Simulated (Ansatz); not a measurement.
The system is W.

```
W
1.0
    -1.58234    1.58234    1.58234
     1.58234   -1.58234    1.58234
     1.58234    1.58234   -1.58234
W
1
Direct
  0.00000 0.00000 0.00000
```

- Program: Ansatz 0.2.0
- Task: relaxation of cell and atoms
- Functional: BLYP
- Potentials or basis: Ansatz PAW
- Cutoff: 420 eV (not typed: the program's choice for these potentials)
- k mesh: 12 × 12 × 12
- Occupations: fermi-dirac, width 0.05 eV
- Spin: no spin polarisation

At the start: volume 15.85 Å³/atom.

Q: Where does the relaxation end?

A: It ends after 4 steps and the volume is 16.68 Å³/atom (+5.3 %); space group Im-3m (No. 229, to 0.05 Å).

The path:
```tsv
step	energy change (eV)	largest force (eV/Å)	volume (Å³)
1	0.0000	0.0000	15.85
2	-0.0375	0.0000	16.81
3	-0.0384	0.0000	16.68
4	-0.0386	0.0000	16.68
```

Final structure:
```xyz
1
Lattice="-1.6096 1.6096 1.6096 1.6096 -1.6096 1.6096 1.6096 1.6096 -1.6096" Properties=species:S:1:pos:R:3 pbc="T T T"
W     0.0000    0.0000    0.0000
```

Caveat: the plane-wave basis is chosen anew once the cell has moved, so the energies of steps on either side of that aren't comparable; the PAW data sets come from PBE, with cores solved anew for the run's functional, which leaves a small shift of forces and pressure.
